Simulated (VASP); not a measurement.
# Si (Fd-3m) in VASP: notebook

Runs on Si. Level: PBE. Tasks: single point, relaxation of cell and atoms.

Program: VASP 6.6.1. These are calculated values, not measurements. Logs are shortened: lines on timing, memory, paths and dates and some standing lists are left out, and cuts for length are marked.

### Step 1. The structure

It takes space group Fd-3m (No. 227, cubic). Conventional cell: a = 5.470 Å, b = 5.470 Å, c = 5.470 Å, α = 90.00°, β = 90.00°, γ = 90.00°. Si (site symmetry -43m) is surrounded by 4 Si at 2.37 Å.

### Step 2. Single point, PBE (clean slab, lower half held)

INCAR reads:

```
SYSTEM = Si
  ALGO = Fast
  DIPOL = 0.5 0.5 0.501
  EDIFF = 1E-6
  ENCUT = 520
  GGA = PE
  IDIPOL = 3
  ISIF = 2
  ISMEAR = 0
  LASPH = .TRUE.
  LCHARG = .FALSE.
  LDIPOL = .TRUE.
  LREAL = .FALSE.
  LWAVE = .FALSE.
  NBANDS = 16
  NELM = 100
  PREC = Accurate
  SIGMA = 0.05
```

KPOINTS reads:

```
k-points
0
G
  7 7 1
  0 0 0
```

POSCAR reads:

```
Si
1.0
    3.8677060796      0.0000000000      0.0000000000
    0.0000000000      3.8677060796      0.0000000000
    0.0000000000      0.0000000000     18.1023217947
Si
4
Direct
    0.0000000000      0.5000000000      0.3866907284
    0.0000000000      0.0000000000      0.4622302428
    0.5000000000      0.0000000000      0.5397483173
    0.5000000000      0.5000000000      0.6138396092
```

Potentials or basis: VASP PAW PBE potentials, release 64 (Si).

The run is started by

```
> cat potpaw_PBE.64/Si/POTCAR > POTCAR
> mpirun -np 1 vasp_std > vasp.out
```

OUTCAR:

```text
SYSTEM = Si
   EDIFF = 1E-6
   ENCUT = 520
   GGA = PE
   ISIF = 2
   ISMEAR = 0
   LASPH = .TRUE.
   LREAL = .FALSE.
   NELM = 100
   PREC = Accurate

 ion  position               nearest neighbor table
   1  0.000  0.500  0.387-   2 2.37   2 2.37
   2  0.000  0.000  0.462-   1 2.37   1 2.37   3 2.39   3 2.39
   3  0.500  0.000  0.540-   4 2.35   4 2.35   2 2.39   2 2.39
   4  0.500  0.500  0.614-   3 2.35   3 2.35

  LATTYP: Found a simple tetragonal cell.
 ALAT       =     3.8677060796
 C/A-ratio  =     4.6803767975

  Lattice vectors:

 A1 = (   3.8677060796,   0.0000000000,   0.0000000000)
 A2 = (   0.0000000000,   3.8677060796,   0.0000000000)
 A3 = (   0.0000000000,   0.0000000000,  18.1023217947)

Analysis of symmetry for initial positions (statically):
=====================================================================
 Subroutine PRICEL returns:
 Original cell was already a primitive cell.

 Routine SETGRP: Setting up the symmetry group for a
 simple tetragonal supercell.

 Subroutine GETGRP returns: Found  4 space group operations
 (whereof  4 operations were pure point group operations)
 out of a pool of 16 trial point group operations.

The static configuration has the point symmetry C_2v.

Analysis of symmetry for dynamics (positions and initial velocities):
=====================================================================
 Subroutine PRICEL returns:
 Original cell was already a primitive cell.

 Routine SETGRP: Setting up the symmetry group for a
 simple tetragonal supercell.

 Subroutine GETGRP returns: Found  4 space group operations
 (whereof  4 operations were pure point group operations)
 out of a pool of 16 trial point group operations.

The dynamic configuration has the point symmetry C_2v.

 Subroutine INISYM returns: Found  4 space group operations
 (whereof  4 operations are pure point group operations),
 and found     1 'primitive' translations

----------------------------------------------------------------------------------------

                                     Primitive cell

  volume of cell :     270.7954

  direct lattice vectors                    reciprocal lattice vectors
     3.867706080  0.000000000  0.000000000     0.258551188  0.000000000  0.000000000
     0.000000000  3.867706080  0.000000000     0.000000000  0.258551188  0.000000000
     0.000000000  0.000000000 18.102321795     0.000000000  0.000000000  0.055241533

  length of vectors
     3.867706080  3.867706080 18.102321795     0.258551188  0.258551188  0.055241533
[... 88 lines left out ...]
   NUPDOWN=      -1.0000    fix difference up-down
   EMIN   =  10.00;   EMAX   =-10.00  energy-range for DOS
   EFERMI =   0.00;   METHOD = LEGACY
   ISMEAR =     0;   SIGMA  =   0.05  broadening in eV -4-tet -1-fermi 0-gaus
   EFERMI_NEDOS =   21; number of points for ismear=-14 and -15
   IALGO  =     68    algorithm
   IMIX   =      4    mixing-type and parameters
     AMIX     =   0.40;   BMIX     =  1.00
     AMIX_MAG =   1.60;   BMIX_MAG =  1.00
  volume/ion in A,a.u.               =      67.70       456.85
  Fermi-wavevector in a.u.,A,eV,Ry     =   0.637629  1.204943  5.531723  0.406570
  Thomas-Fermi vector in A             =   1.702699
   LORBIT       =      0    0 simple, 1 ext, 2 COOP (PROOUT), +10 PAW based schemes
   GGA     = PE    functional components
   LHFCALC =     F    Hartree Fock is set to
   AEXX    =    0.0000 exact exchange contribution
   IVDW    =     0    specifies the selected vdW correction
   LEPSILON=     F    determine dielectric tensor
   LRPA    =     F    only Hartree local field effects (RPA)
 non-spin polarized calculation
 RMM-DIIS sequential band-by-band and
 Gauss-broadening in eV      SIGMA  =   0.05
  energy-cutoff  :      520.00
  volume of cell :      270.80
 maximum number of plane-waves:      7324
 NGX is ok and might be reduce to    30

 dipolmoment           0.000000      0.000000      0.026635 electrons x Angstroem

 number of electron      15.9999999 magnetization

 dipolmoment           0.000000      0.000000     -0.001098 electrons x Angstroem

 Free energy of the ion-electron system (eV)
  ---------------------------------------------------
  ext. energy  EPLUGINS =         0.00000000
  ---------------------------------------------------
  free energy    TOTEN  =       -18.00639390 eV

  energy without entropy =      -18.00131890  energy(sigma->0) =      -18.00385640

 E-fermi :  -2.0674     XC(G=0):  -3.8629

 val. band max:       -2.1019655617   @ k =   0.0000   0.4286   0.0000
 cond. band min:      -2.0559119049   @ k =   0.4286   0.2857   0.0000
 fundamental gap:      0.0460536568
 Fermi energy:        -2.0673980080

 k-point     1 :       0.0000    0.0000    0.0000
  band No.  band energies     occupation
      1     -12.7794      2.00000
      2     -10.6374      2.00000
      3      -7.3905      2.00000
      4      -3.9280      2.00000
      5      -3.7287      2.00000
      6      -3.6307      2.00000
[... 281 lines left out ...]
      3      -8.4784      2.00000
      4      -8.0843      2.00000
      5      -5.1167      2.00000
      6      -4.7546      2.00000
[... 8 lines left out ...]
     15       3.9726      0.00000
     16       4.6189      0.00000

------------------------ aborting loop because EDIFF is reached ----------------------------------------

 vacuum level on the upper side and lower side of the slab       (xc-potential included)        -0.188        -0.173

  FORCE on cell =-STRESS in cart. coord.  units (eV):
  Direction    XX          YY          ZZ          XY          YZ          ZX
  --------------------------------------------------------------------------------------
  -------------------------------------------------------------------------------------
  Total       -2.9464021     -1.2382920     -0.2478112      0.0000000      0.0000000      0.0000000
  in kB      -17.4325689     -7.3264304     -1.4661899      0.0000000      0.0000000      0.0000000
  external PRESSURE =      -8.7417297 kB  Pullay stress =       0.0000000 kB

 VOLUME and BASIS-vectors are now :
 -----------------------------------------------------------------------------
  energy-cutoff  :      520.00
  volume of cell :      270.80
      direct lattice vectors                 reciprocal lattice vectors
     3.867706080  0.000000000  0.000000000     0.258551188  0.000000000  0.000000000
     0.000000000  3.867706080  0.000000000     0.000000000  0.258551188  0.000000000
     0.000000000  0.000000000 18.102321795     0.000000000  0.000000000  0.055241533

 POSITION                                       TOTAL-FORCE (eV/Angst)
 -----------------------------------------------------------------------------------
      0.00000      1.93385      7.00000         0.000000      0.000000      0.159840
      0.00000      0.00000      8.36744         0.000000      0.000000     -0.151243
      1.93385      0.00000      9.77070         0.000000      0.000000     -0.001555
      1.93385      1.93385     11.11192         0.000000      0.000000     -0.007042
 -----------------------------------------------------------------------------------
    total drift:                                0.000000     -0.000000      0.000010

  FREE ENERGIE OF THE ION-ELECTRON SYSTEM (eV)
  ---------------------------------------------------
  free  energy   TOTEN  =       -18.0063938974 eV

  energy  without entropy=      -18.0013189000  energy(sigma->0) =      -18.00385640

 vacuum level on the upper side and lower side of the slab         3.167         3.176
```

OSZICAR:

```text
N       E                     dE             d eps       ncg     rms          rms(c)
DAV:   1     0.606044217951E+02    0.60604E+02   -0.45762E+03   512   0.686E+02
DAV:   2    -0.130288430376E+02   -0.73633E+02   -0.66893E+02   752   0.116E+02
DAV:   3    -0.183888880741E+02   -0.53600E+01   -0.52373E+01   688   0.317E+01
[... 12 lines left out ...]
RMM:  16    -0.180063034678E+02   -0.12372E-05   -0.63645E-06   553   0.100E-02    0.380E-03
RMM:  17    -0.180063600502E+02   -0.56582E-04   -0.31641E-06   551   0.699E-03    0.118E-03
RMM:  18    -0.180063763190E+02   -0.16269E-04   -0.63540E-07   471   0.379E-03    0.103E-03
RMM:  19    -0.180063929907E+02   -0.16672E-04   -0.88553E-07   520   0.320E-03    0.339E-04
RMM:  20    -0.180063938974E+02   -0.90668E-06   -0.14162E-07   355   0.170E-03
   1 F= -.18006394E+02 E0= -.18003856E+02  d E =-.507500E-02
```

Wall time 99 s (1 thread of Intel Xeon Platinum 8488C (Sapphire Rapids), shared host); peak memory 0.35 GiB.

Results:

```
Free energy            : -18.0064 eV
Largest force          : 0.160 eV/Å
Band gap on the k mesh : none (metal or under the smearing width)
```

Forces in eV/Å, atoms in the order of the input:
```
Si   0.000  0.000  0.160
Si   0.000  0.000 -0.151
Si   0.000  0.000 -0.002
Si   0.000  0.000 -0.007
```

### Step 3. Single point, PBE

This run uses another cell than the first one: it holds 2 atoms, not 4.

INCAR reads:

```
PREC = Accurate
ENCUT = 520
EDIFF = 1E-6
ISMEAR = 0
SIGMA = 0.02
LREAL = False
LASPH = True
NELM = 100
ALGO = Normal
ISIF = 2
LWAVE = False
LCHARG = False
GGA = PE
NBANDS = 11
```

KPOINTS reads:

```
regular mesh
0
Gamma
  10 10 10
```

POSCAR reads:

```
Si
1.0
    0.0000000000      2.7348811965      2.7348811965
    2.7348811965      0.0000000000      2.7348811965
    2.7348811965      2.7348811965      0.0000000000
Si
2
Direct
    0.5000000000      0.5000000000      0.5000000000
    0.7500000000      0.7500000000      0.7500000000
```

Potentials or basis: VASP PAW PBE potentials, release 64 (Si).

The run is started by

```
> cat potpaw_PBE.64/Si/POTCAR > POTCAR
> mpirun -np 1 vasp_std > vasp.out
```

Wall time 17 s (1 thread of Intel Xeon Platinum 8488C (Sapphire Rapids), shared host); peak memory 0.16 GiB.

The run converged. Its results:

| Item | Value |
| --- | --- |
| Free energy | -10.8492 eV |
| Pressure | -0.1 GPa |
| Band gap on the k mesh | 0.62 eV, indirect (least direct gap 2.56 eV) |

Levels at points of the mesh, in eV from the valence-band top:
```tsv
k point	band 2	band 3	band 4	band 5	band 6	band 7
(0.00, 0.00, 0.00)	0.00	0.00	0.00	2.56	2.56	2.56
(0.50, 0.00, 0.00)	-6.87	-1.18	-1.18	1.46	3.35	3.35
(0.50, 0.50, 0.00)	-7.74	-2.79	-2.79	0.75	0.75	9.93
```

A k mesh can miss the band edges. As with any semilocal functional, this PBE gap is likely too small.

### Step 4. Relaxation of cell and atoms, PBE

This run uses another cell than the first one, of 20.02 Å³/atom, 0.979 times its volume.

INCAR reads:

```
SYSTEM = Si
ALGO = Normal
EDIFF = 1E-6
EDIFFG = -0.005
ENCUT = 600
GGA = PE
IBRION = 2
ISIF = 3
ISMEAR = 0
LASPH = .True.
LCHARG = .False.
LREAL = .False.
LWAVE = .False.
NELM = 100
NSW = 100
PREC = Accurate
SIGMA = 0.02
```

KPOINTS reads:

```
k-points
0
Gamma
  10 10 10
  0 0 0
```

POSCAR reads:

```
Si
1.0
    0.0000000000      2.7154700000      2.7154700000
    2.7154700000      0.0000000000      2.7154700000
    2.7154700000      2.7154700000      0.0000000000
Si
2
Direct
    0.5000000000      0.5000000000      0.5000000000
    0.7500000000      0.7500000000      0.7500000000
```

The run is started by

```
> cat potpaw_PBE.64/Si/POTCAR > POTCAR
> mpirun -np 1 vasp_std > vasp.out
```

It took 27 s on 1 thread of Intel Xeon Platinum 8488C (Sapphire Rapids), shared host; peak memory 0.17 GiB.

It converged, with:

| Quantity | Value |
| --- | --- |
| Free energy | -10.8493 eV |
| Relaxed volume | 20.44 Å³/atom |
| Relaxed cell | a = 3.867 Å, b = 3.867 Å, c = 3.867 Å, α = 60.00°, β = 60.00°, γ = 60.00° |
| Space group after relaxing (to 0.05 Å) | Fd-3m (No. 227) |
| Energy gained by relaxing | 2.5 meV/atom |
| Ionic steps | 3 |
| Pressure after relaxing | 0.0 GPa |
| Band gap on the k mesh | 0.62 eV, indirect (least direct gap 2.56 eV) |

Step by step:
```
step  energy change (eV)  largest force (eV/Å)  pressure (GPa)  volume (Å³)
   1              0.0000                0.0000            1.94        40.05
   2             -0.0027                0.0000           -1.21        41.47
   3             -0.0050                0.0000            0.01        40.89
```

Final structure:
```cif
data_structure
_symmetry_space_group_name_H-M 'P 1'
_symmetry_Int_Tables_number 1
_cell_length_a 3.8669
_cell_length_b 3.8669
_cell_length_c 3.8669
_cell_angle_alpha 60.000
_cell_angle_beta 60.000
_cell_angle_gamma 60.000
_cell_volume 40.89
loop_
_atom_site_label
_atom_site_type_symbol
_atom_site_fract_x
_atom_site_fract_y
_atom_site_fract_z
_atom_site_occupancy
Si1 Si 0.50000 0.50000 0.50000 1
Si2 Si 0.75000 0.75000 0.75000 1
```

Levels at points of the mesh, in eV from the valence-band top:
```csv
k point,band 1,band 2,band 3,band 4,band 5,band 6,band 7,band 8
"(0.00, 0.00, 0.00)",-11.82,0.00,0.00,0.00,2.56,2.56,2.56,3.13
"(0.50, 0.00, 0.00)",-9.54,-6.87,-1.18,-1.18,1.47,3.35,3.35,7.70
"(0.50, 0.50, 0.00)",-7.75,-7.75,-2.79,-2.79,0.75,0.75,9.94,9.94
```

A k mesh can miss the band edges. PBE usually gives volumes a little too large and moduli too small.

### Step 5. The runs side by side

```tsv
task	cell	k mesh	cutoff (eV)	smearing	dipole correction	gap on the mesh (eV)	pressure (GPa)
single point	clean slab, lower half held	7 × 7 × 1	520	gaussian 0.05 eV	yes	none	-
single point	Fd-3m, 20.46 Å³/atom	10 × 10 × 10	520	gaussian 0.02 eV	no	0.62	-0.1
relaxation of cell and atoms	relaxed	10 × 10 × 10	600	gaussian 0.02 eV	no	0.62	0.0
```

Alike in all rows: level PBE; potentials or basis VASP PAW PBE potentials, release 64 (Si); no spin polarisation.

Total energies depend on the potentials used, so only differences within one code and one set of settings carry meaning.
